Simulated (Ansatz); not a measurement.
**HfN: a line through a two-coordinate scan**

Aim: follow the energy of HfN (P6_3/mmc, No. 194; 8 atoms in the cell) along one coordinate, slide along a2, with the other held at slide along a1 = 0.167.

Program: Ansatz 0.2.0. Level of theory: DFT PBEsol, scalar-relativistic, plane waves, PAW. These are calculated values, not measurements.

5 further runs of the same task are left out: 5 set aside as unsound or not needed.

## Step 1: The structure to begin with

The structure is hexagonal, space group P6_3/mmc (No. 194). Conventional cell: a = 3.127 Å, b = 3.127 Å, c = 5.385 Å, α = 90.00°, β = 90.00°, γ = 120.00°. Hf (site symmetry -6m2) has 6 N at 2.25 Å as nearest neighbours. Around N (site symmetry -3m) lie 6 Hf at 2.25 Å.

Coordinates:

```
Hf N
1.0
     3.12735    0.00000    0.00000
    -1.56367    2.70836    0.00000
     0.00000    0.00000    5.38496
Hf N
2 2
Direct
  0.66667 0.33333 0.75000
  0.33333 0.66667 0.25000
  0.00000 0.00000 0.00000
  0.00000 0.00000 0.50000
```

It goes back to an entry of the Materials Project, which need not be the stable form.

This cell was relaxed beforehand with the same method: volume 11.40 Å³/atom, gap on the mesh none (metal).

## Step 2: Plan of the line

Gamma surface: rigid slide across a plane, one fault a cell; the plane is (0 0 1) of the conventional cell, and the faces at the cut hold N and Hf.

- slide along a1: 12 values from 0.000 to 0.917, periodic
- slide along a2: 12 values from 0.000 to 0.917, periodic

Nothing else is relaxed (rigid halves, spacing across the cut fixed). Energies count from the perfect crystal. Points are written as (first, second).

The two vectors of the plane (Å): (-3.127, 0.000, 0.000); (-1.564, -2.708, 0.000).

## Step 3: Point (2/12, 2/12) of the map's two axes

The input, input.yaml:

```yaml
crystal:
  lattice:
    - [-3.1273463818, 0.0, 0.0]
    - [-1.5636731909, -2.7083614131, 0.0]
    - [-0.7818365955, -0.4513935688, 10.7699112705]
  atoms:
    - { symbol: Hf, position: [0.6145833333, 0.6145833333, 0.3125] }
    - { symbol: Hf, position: [0.53125, 0.53125, 0.8125] }
    - { symbol: Hf, position: [0.3229166667, 0.3229166667, 0.0625] }
    - { symbol: Hf, position: [0.2395833333, 0.2395833333, 0.5625] }
    - { symbol: "N", position: [-0.0729166667, 0.9270833333, 0.4375] }
    - { symbol: "N", position: [-0.15625, 0.84375, 0.9375] }
    - { symbol: "N", position: [-0.03125, 0.96875, 0.1875] }
    - { symbol: "N", position: [-0.1145833333, 0.8854166667, 0.6875] }
basis:
  ecutwfc: 280.0
kpoints:
  mp_grid: { grid: [14, 14, 4] }
hamiltonian:
  xc: pbesol
scf:
  occupations: { method: gaussian, width: 0.15 }
output:
  forces: true
  stress: true
  eigenvalues: true
```

Run with:

```bash
ansatz run input.yaml --threads 4 --pin off --max-ram 8192MiB --backend cpu --events-out ev --progress --plain --runs-dir out
```

Log, cut to the lines that bear on the results:

```text
Warning: basis.ecutwfc = 280 eV is below the records' recommended 420 eV, and the density's cutoff is lower with it unless basis.ecutrho_ratio is high enough to keep the records' density cutoff: compare with a run at a higher cutoff
Warning: RAYON_NUM_THREADS=4 ignored (pool sized by the plan → 4); use --threads N
[...]
Pseudopotentials: kind: paw
Pseudopotential: Hf, paw, valence charge 26, recommended cutoff 420 eV (normal), Hf.paw.azcp
Pseudopotential: N, paw, valence charge 5, recommended cutoff 420 eV (normal), N.paw.azcp
Functional definition: PBEsol
[...]
Crystal: 8 atoms, lattice volume = 91.221 Å³
Basis set: ecut = 280 eV, 1001 PW (Γ), exchange–correlation on 36×36×120 points (8 copies of the dense FFT grid, shifted against one another)
Bands: 75, of which v1, the nominal top of the filled ones, is band 62 counted from 1 (61 counted from 0)
Symmetry: 2 space group operations
Space group: Cm (ITA 8), of the structure as read, at distance tolerance 4.5e-5 Å
k-points: 219 of 784 (time reversal used)
[...]
SCF iter   1: F=—  HF=-63917.038477 eV  |F-HF|=—  |Δ(HF+E_count)|=         —  Δρ=2.45e-2  dr2=7.10e-1  ethr=1.77e-3  ⟨swp⟩=4.3  Hψ=47010  notcnv=0
[...]
SCF iter  10: F=-63916.708421 eV  HF=-63916.708421 eV  |F-HF|=9.20e-9  |Δ(HF+E_count)|=   3.47e-8  Δρ=2.77e-6  dr2=1.18e-8  ethr=8.06e-11  ⟨swp⟩=7.2  Hψ=53508  notcnv=0
[...]
SCF converged after 10 iterations
Free energy (F): -63916.708421 eV
[...]
E sigma→0 (E₀):  -63916.695886 eV
Entropy (-TS):   -0.025070 eV (-3.134 meV/atom)
Fermi energy:    23.561742 eV
[...]
--- Forces (eV/Å), atoms counted from 1 ---
  atom   1  Hf    -0.20224216    -0.11676456    -0.20835437
  atom   2  Hf    -0.25320566    -0.14618835    -1.97064566
  atom   3  Hf     1.26419100     0.72988101     3.97172914
  atom   4  Hf    -0.02433212    -0.01404815     0.45574946
  atom   5  N      0.03182206     0.01837248     0.04855184
  atom   6  N     -0.72123101    -0.41640292    -1.53355682
  atom   7  N     -0.21552375    -0.12443270    -0.64149198
  atom   8  N      0.12052658     0.06958606    -0.12199682
[...]
--- Stress (GPa, compression-positive) ---
        3.722327       0.314252       0.542749
        0.314252       3.359460       0.313356
        0.542749       0.313356      10.173114
  P = ⅓ Tr σ = 5.7516 GPa (57.516 kbar)
--- Band table (eV; the first three rows and the last of 219) ---
[...]
```

It took 21 s on 4 threads of Arm Neoverse V2, shared host; peak memory 0.9 GiB.

Energy on the map's scale: 141 meV/Å².

## Step 4: Point (2/12, 3/12) of the map's two axes

The input, input.yaml:

```yaml
crystal:
  lattice:
    - [-3.1273463818, 0.0, 0.0]
    - [-1.5636731909, -2.7083614131, 0.0]
    - [-0.9121426947, -0.6770903533, 10.7699112705]
  atoms:
    - { symbol: Hf, position: [0.6145833333, 0.5885416667, 0.3125] }
    - { symbol: Hf, position: [0.53125, 0.4635416667, 0.8125] }
    - { symbol: Hf, position: [0.3229166667, 0.3177083333, 0.0625] }
    - { symbol: Hf, position: [0.2395833333, 0.1927083333, 0.5625] }
    - { symbol: "N", position: [-0.0729166667, 0.890625, 0.4375] }
    - { symbol: "N", position: [-0.15625, 0.765625, 0.9375] }
    - { symbol: "N", position: [-0.03125, 0.953125, 0.1875] }
    - { symbol: "N", position: [-0.1145833333, 0.828125, 0.6875] }
basis:
  ecutwfc: 280.0
kpoints:
  mp_grid: { grid: [14, 14, 4] }
hamiltonian:
  xc: pbesol
scf:
  occupations: { method: gaussian, width: 0.15 }
output:
  forces: true
  stress: true
  eigenvalues: true
```

Run with:

```bash
ansatz run input.yaml --threads 4 --pin off --max-ram 8192MiB --backend cpu --events-out ev --progress --plain --runs-dir out
```

Log, cut to the lines that bear on the results:

```text
Warning: basis.ecutwfc = 280 eV is below the records' recommended 420 eV, and the density's cutoff is lower with it unless basis.ecutrho_ratio is high enough to keep the records' density cutoff: compare with a run at a higher cutoff
Warning: RAYON_NUM_THREADS=4 ignored (pool sized by the plan → 4); use --threads N
[...]
[... 4 set-up lines as earlier in the session ...]
[...]
Crystal: 8 atoms, lattice volume = 91.221 Å³
Basis set: ecut = 280 eV, 991 PW (Γ), exchange–correlation on 36×36×120 points (8 copies of the dense FFT grid, shifted against one another)
Bands: 75, of which v1, the nominal top of the filled ones, is band 62 counted from 1 (61 counted from 0)
Symmetry: 1 space group operations
Space group: P1 (ITA 1), of the structure as read, at distance tolerance 4.5e-5 Å
k-points: 396 of 784 (time reversal used)
[...]
SCF iter  10: F=-63916.524792 eV  HF=-63916.524792 eV  |F-HF|=1.24e-8  |Δ(HF+E_count)|=   3.65e-8  Δρ=2.98e-6  dr2=1.47e-8  ethr=8.06e-11  ⟨swp⟩=7.4  Hψ=96790  notcnv=0
[...]
SCF converged after 10 iterations
Free energy (F): -63916.524792 eV
[...]
E sigma→0 (E₀):  -63916.512040 eV
Entropy (-TS):   -0.025502 eV (-3.188 meV/atom)
Fermi energy:    23.548473 eV
[...]
--- Forces (eV/Å), atoms counted from 1 ---
  atom   1  Hf    -0.25688004    -0.04023225    -0.25123698
  atom   2  Hf    -0.30597187     0.00236959    -2.52148345
  atom   3  Hf    -0.50196189     1.38773482     4.87310754
  atom   4  Hf    -0.08930539     0.04510487     0.52079234
  atom   5  N      0.06997589    -0.04960688     0.03151945
  atom   6  N      1.31269704    -1.32865588    -1.60847430
  atom   7  N     -0.37048509    -0.07004252    -0.90544257
  atom   8  N      0.14191678     0.05332119    -0.13879668
[...]
--- Stress (GPa, compression-positive) ---
        3.660366      -1.616972      -4.361587
       -1.616972       3.475493       2.352757
       -4.361587       2.352757      12.426272
  P = ⅓ Tr σ = 6.5207 GPa (65.207 kbar)
--- Band table (eV; the first three rows and the last of 396) ---
[...]
```

It took 37 s on 4 threads of Arm Neoverse V2, shared host; peak memory 1.3 GiB.

That is 163 meV/Å² from the zero.

## Step 5: Point (2/12, 4/12) of the map's two axes

The input, input.yaml:

```yaml
crystal:
  lattice:
    - [-3.1273463818, 0.0, 0.0]
    - [-1.5636731909, -2.7083614131, 0.0]
    - [-1.0424487939, -0.9027871377, 10.7699112705]
  atoms:
    - { symbol: Hf, position: [0.6145833333, 0.5625, 0.3125] }
    - { symbol: Hf, position: [0.53125, 0.3958333333, 0.8125] }
    - { symbol: Hf, position: [0.3229166667, 0.3125, 0.0625] }
    - { symbol: Hf, position: [0.2395833333, 0.1458333333, 0.5625] }
    - { symbol: "N", position: [-0.0729166667, 0.8541666667, 0.4375] }
    - { symbol: "N", position: [-0.15625, 0.6875, 0.9375] }
    - { symbol: "N", position: [-0.03125, 0.9375, 0.1875] }
    - { symbol: "N", position: [-0.1145833333, 0.7708333333, 0.6875] }
basis:
  ecutwfc: 280.0
kpoints:
  mp_grid: { grid: [14, 14, 4] }
hamiltonian:
  xc: pbesol
scf:
  occupations: { method: gaussian, width: 0.15 }
output:
  forces: true
  stress: true
  eigenvalues: true
```

Run with:

```bash
ansatz run input.yaml --threads 4 --pin off --max-ram 8192MiB --backend cpu --events-out ev --progress --plain --runs-dir out
```

Log, cut to the lines that bear on the results:

```text
Warning: basis.ecutwfc = 280 eV is below the records' recommended 420 eV, and the density's cutoff is lower with it unless basis.ecutrho_ratio is high enough to keep the records' density cutoff: compare with a run at a higher cutoff
Warning: RAYON_NUM_THREADS=4 ignored (pool sized by the plan → 4); use --threads N
[...]
[... 4 set-up lines as earlier in the session ...]
[...]
Crystal: 8 atoms, lattice volume = 91.221 Å³
Basis set: ecut = 280 eV, 997 PW (Γ), exchange–correlation on 36×36×120 points (8 copies of the dense FFT grid, shifted against one another)
Bands: 75, of which v1, the nominal top of the filled ones, is band 62 counted from 1 (61 counted from 0)
[... 2 set-up lines as earlier in the session ...]
k-points: 396 of 784 (time reversal used)
[...]
SCF iter  10: F=-63916.416478 eV  HF=-63916.416478 eV  |F-HF|=1.55e-8  |Δ(HF+E_count)|=   2.80e-8  Δρ=2.84e-6  dr2=1.74e-8  ethr=8.06e-11  ⟨swp⟩=3.1  Hψ=80945  notcnv=0
[...]
SCF converged after 10 iterations
Free energy (F): -63916.416478 eV
[...]
E sigma→0 (E₀):  -63916.403960 eV
Entropy (-TS):   -0.025036 eV (-3.129 meV/atom)
Fermi energy:    23.520975 eV
[...]
--- Forces (eV/Å), atoms counted from 1 ---
  atom   1  Hf    -0.26896531     0.05877923    -0.25022848
  atom   2  Hf    -0.33982258     0.13065793    -2.84509954
  atom   3  Hf    -2.03160715     1.80956883     5.57266629
  atom   4  Hf    -0.13303779     0.06919519     0.51223545
  atom   5  N      0.11348126    -0.07583912     0.02103249
  atom   6  N      2.92754363    -2.04273252    -1.92442937
  atom   7  N     -0.39816928     0.05011855    -0.93826346
  atom   8  N      0.13055710     0.00025113    -0.14792876
[...]
--- Stress (GPa, compression-positive) ---
        4.796041      -3.473996      -7.673129
       -3.473996       2.424532       4.365835
       -7.673129       4.365835      14.757773
  P = ⅓ Tr σ = 7.3261 GPa (73.261 kbar)
--- Band table (eV; the first three rows and the last of 396) ---
[...]
```

Wall time 40 s (4 threads of Arm Neoverse V2, shared host); peak memory 1.3 GiB.

Energy on the map's scale: 175 meV/Å².

## Step 6: Grid point (2/12, 5/12) of the map's two axes

The input, input.yaml:

```yaml
crystal:
  lattice:
    - [-3.1273463818, 0.0, 0.0]
    - [-1.5636731909, -2.7083614131, 0.0]
    - [-1.1727548932, -1.1284839221, 10.7699112705]
  atoms:
    - { symbol: Hf, position: [0.6145833333, 0.5364583333, 0.3125] }
    - { symbol: Hf, position: [0.53125, 0.328125, 0.8125] }
    - { symbol: Hf, position: [0.3229166667, 0.3072916667, 0.0625] }
    - { symbol: Hf, position: [0.2395833333, 0.0989583333, 0.5625] }
    - { symbol: "N", position: [-0.0729166667, 0.8177083333, 0.4375] }
    - { symbol: "N", position: [-0.15625, 0.609375, 0.9375] }
    - { symbol: "N", position: [-0.03125, 0.921875, 0.1875] }
    - { symbol: "N", position: [-0.1145833333, 0.7135416667, 0.6875] }
basis:
  ecutwfc: 280.0
kpoints:
  mp_grid: { grid: [14, 14, 4] }
hamiltonian:
  xc: pbesol
scf:
  occupations: { method: gaussian, width: 0.15 }
output:
  forces: true
  stress: true
  eigenvalues: true
```

Run with:

```bash
ansatz run input.yaml --threads 4 --pin off --max-ram 8192MiB --backend cpu --events-out ev --progress --plain --runs-dir out
```

Log, cut to the lines that bear on the results:

```text
Warning: basis.ecutwfc = 280 eV is below the records' recommended 420 eV, and the density's cutoff is lower with it unless basis.ecutrho_ratio is high enough to keep the records' density cutoff: compare with a run at a higher cutoff
Warning: crystal.symmetry: narrowed to the stabiliser of the k-point mesh — unitary ops 2 → 1; excluded 1 operation that carries a point of the 14×14×4 mesh (shift [0, 0, 0]) off the mesh (the run samples exactly the mesh kpoints.mp_grid names, as under crystal.symmetry.detect: false, and [...]
Warning: RAYON_NUM_THREADS=4 ignored (pool sized by the plan → 4); use --threads N
[...]
[... 4 set-up lines as earlier in the session ...]
[...]
Crystal: 8 atoms, lattice volume = 91.221 Å³
Basis set: ecut = 280 eV, 995 PW (Γ), exchange–correlation on 36×36×120 points (8 copies of the dense FFT grid, shifted against one another)
Bands: 75, of which v1, the nominal top of the filled ones, is band 62 counted from 1 (61 counted from 0)
[... 1 set-up line as earlier in the session ...]
k-points: 396 of 784 (time reversal used)
[...]
SCF iter   1: F=—  HF=-63916.678056 eV  |F-HF|=—  |Δ(HF+E_count)|=         —  Δρ=2.37e-2  dr2=4.14e-1  ethr=1.77e-3  ⟨swp⟩=4.3  Hψ=84973  notcnv=0
[...]
SCF iter  10: F=-63916.373057 eV  HF=-63916.373057 eV  |F-HF|=1.96e-8  |Δ(HF+E_count)|=   2.94e-8  Δρ=3.41e-6  dr2=2.23e-8  ethr=8.06e-11  ⟨swp⟩=7.2  Hψ=97230  notcnv=0
[...]
SCF converged after 10 iterations
Free energy (F): -63916.373057 eV
[...]
E sigma→0 (E₀):  -63916.360515 eV
Entropy (-TS):   -0.025085 eV (-3.136 meV/atom)
Fermi energy:    23.509100 eV
[...]
--- Forces (eV/Å), atoms counted from 1 ---
  atom   1  Hf    -0.24240904     0.14123466    -0.26398624
  atom   2  Hf    -0.34359759     0.20068435    -2.96700911
  atom   3  Hf    -2.80930007     1.61926262     5.85600462
  atom   4  Hf    -0.13647105     0.07774578     0.50333727
  atom   5  N      0.12673956    -0.07432699     0.02581905
  atom   6  N      3.65853587    -2.11115437    -2.09519649
  atom   7  N     -0.35383114     0.20494300    -0.90547785
  atom   8  N      0.10031017    -0.05837597    -0.15350052
[...]
--- Stress (GPa, compression-positive) ---
        5.850414      -3.918793      -8.936679
       -3.918793       1.290031       5.162717
       -8.936679       5.162718      15.859744
  P = ⅓ Tr σ = 7.6667 GPa (76.667 kbar)
--- Band table (eV; the first three rows and the last of 396) ---
[...]
```

It took 38 s on 4 threads of Arm Neoverse V2, shared host; peak memory 1.3 GiB.

On the map this point reads 181 meV/Å².

## Step 7: The run at (2/12, 11/12) of the map's two axes

The input, input.yaml:

```yaml
crystal:
  lattice:
    - [-3.1273463818, 0.0, 0.0]
    - [-1.5636731909, -2.7083614131, 0.0]
    - [-1.9545914886, -2.4826646287, 10.7699112705]
  atoms:
    - { symbol: Hf, position: [0.6145833333, 0.3802083333, 0.3125] }
    - { symbol: Hf, position: [0.53125, -0.078125, 0.8125] }
    - { symbol: Hf, position: [0.3229166667, 0.2760416667, 0.0625] }
    - { symbol: Hf, position: [0.2395833333, -0.1822916667, 0.5625] }
    - { symbol: "N", position: [-0.0729166667, 0.5989583333, 0.4375] }
    - { symbol: "N", position: [-0.15625, 0.140625, 0.9375] }
    - { symbol: "N", position: [-0.03125, 0.828125, 0.1875] }
    - { symbol: "N", position: [-0.1145833333, 0.3697916667, 0.6875] }
basis:
  ecutwfc: 280.0
kpoints:
  mp_grid: { grid: [14, 14, 4] }
hamiltonian:
  xc: pbesol
scf:
  occupations: { method: gaussian, width: 0.15 }
output:
  forces: true
  stress: true
  eigenvalues: true
```

Run with:

```bash
ansatz run input.yaml --threads 4 --pin off --max-ram 8192MiB --backend cpu --events-out ev --progress --plain --runs-dir out
```

Log, cut to the lines that bear on the results:

```text
Warning: basis.ecutwfc = 280 eV is below the records' recommended 420 eV, and the density's cutoff is lower with it unless basis.ecutrho_ratio is high enough to keep the records' density cutoff: compare with a run at a higher cutoff
Warning: crystal.symmetry: narrowed to the stabiliser of the k-point mesh — unitary ops 2 → 1; excluded 1 operation that carries a point of the 14×14×4 mesh (shift [0, 0, 0]) off the mesh (the run samples exactly the mesh kpoints.mp_grid names, as under crystal.symmetry.detect: false, and [...]
Warning: RAYON_NUM_THREADS=4 ignored (pool sized by the plan → 4); use --threads N
[...]
[... 4 set-up lines as earlier in the session ...]
[...]
Crystal: 8 atoms, lattice volume = 91.221 Å³
Basis set: ecut = 280 eV, 991 PW (Γ), exchange–correlation on 36×36×128 points (8 copies of the dense FFT grid, shifted against one another)
Bands: 75, of which v1, the nominal top of the filled ones, is band 62 counted from 1 (61 counted from 0)
[... 1 set-up line as earlier in the session ...]
k-points: 396 of 784 (time reversal used)
[...]
SCF iter   1: F=—  HF=-63917.367136 eV  |F-HF|=—  |Δ(HF+E_count)|=         —  Δρ=2.21e-2  dr2=2.83e-1  ethr=1.77e-3  ⟨swp⟩=4.3  Hψ=84791  notcnv=0
[...]
SCF iter   9: F=-63917.086030 eV  HF=-63917.086030 eV  |F-HF|=4.64e-8  |Δ(HF+E_count)|=   6.89e-8  Δρ=4.96e-6  dr2=5.48e-8  ethr=8.06e-11  ⟨swp⟩=8.2  Hψ=98519  notcnv=0
[...]
SCF converged after 9 iterations
Free energy (F): -63917.086030 eV
[...]
E sigma→0 (E₀):  -63917.075225 eV
Entropy (-TS):   -0.021611 eV (-2.701 meV/atom)
Fermi energy:    23.474123 eV
[...]
--- Forces (eV/Å), atoms counted from 1 ---
  atom   1  Hf    -0.11943262     0.07115967    -0.05529226
  atom   2  Hf     0.00506985     0.00126136    -0.48178324
  atom   3  Hf     3.27523251    -1.89592663     3.00350181
  atom   4  Hf    -0.09192435     0.04792033     0.16088978
  atom   5  N      0.13729246    -0.07841939    -0.02096729
  atom   6  N     -3.71973830     2.14701093    -2.52170173
  atom   7  N      0.43622866    -0.24952980    -0.00030834
  atom   8  N      0.07726166    -0.04347006    -0.08434438
[...]
--- Stress (GPa, compression-positive) ---
        4.999585      -1.585344       8.883896
       -1.585344       3.135225      -5.126426
        8.883895      -5.126425       7.680682
  P = ⅓ Tr σ = 5.2718 GPa (52.718 kbar)
--- Band table (eV; the first three rows and the last of 396) ---
[...]
```

Run time: 36 s. Hardware: 4 threads of Arm Neoverse V2, shared host; peak memory 1.3 GiB.

Energy on the map's scale: 96 meV/Å².

## Step 8: What came out

```
slide along a2  step  energy (meV/Å²)  slope (meV/Å² per unit fraction)  pressure (GPa)  largest force on an atom (eV/Å)
         0.000     –              100                               110            5.37                             4.57
         0.083     –              115                               256            5.45                             4.11
         0.167     3              141                               315            5.75                             4.23
         0.250     4              163                               200            6.52                             5.09
         0.333     5              175                               116            7.33                             6.20
         0.417     6              181                                −1            7.67                             6.69
         0.500     –              175                              −116            7.33                             6.20
         0.583     –              163                              −200            6.52                             5.09
         0.667     –              141                              −315            5.75                             4.23
         0.750     –              115                              −256            5.45                             4.11
         0.833     –              100                              −110            5.37                             4.57
         0.917     7               96                                −1            5.27                             4.98
```

Energies count from the perfect crystal. Rows without a step come from runs not printed here or follow by symmetry. Slopes come from the forces (and the stress, where the cell changes), not from differences of energies.

**Reading.** The lowest point of the line is at 0.917, 96 meV/Å² from the zero. The highest point computed, at 0.417, lies 84 meV/Å² above the lowest. This is one cut through a surface in two coordinates; the map's lowest point lies off it. The cutoff or the k-mesh is coarse on purpose, so the map is rough. With the other coordinates free, the energies away from the reference would be the same or lower. Spin-orbit coupling is left out for Hf. In some runs cutoff or mesh lie under the advised values, so their numbers carry a basis error.
